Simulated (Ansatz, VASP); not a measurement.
## Ni: VASP beside Ansatz

```
Ni
1.0
     0.00000    1.73807    1.73807
     1.73807    0.00000    1.73807
     1.73807    1.73807    0.00000
Ni
1
Cartesian
  0.0000 0.0000 0.0000
```

Alike in both runs: task single point; functional r2SCAN; k mesh 15 × 15 × 15; occupations fermi-dirac, width 0.03 eV; collinear spin.

```csv
,VASP,Ansatz
version,VASP 6.6.1,Ansatz 0.2.0
potentials or method,"VASP PAW PBE potentials, release 64 (Ni)","plane waves (500 eV) with PAW, scalar-relativistic"
plane-wave cutoff (eV),520,500
valence electrons in the cell,10,18
```

```csv
,VASP,Ansatz,Ansatz less VASP
pressure (GPa),0.4,0.0,-0.42
net moment per atom (μB),0.69,0.71,+0.022
size of the moment on the site where the two differ most (μB),0.71,0.78,+0.070
```

Site moments also hang on the region over which each program counts them. The two sets of potentials don't hold the same shells in valence. Ansatz warned: «stability_check_not_made».

Caveats: the PAW data sets were made with another functional, which shifts forces and pressure a little (VASP).
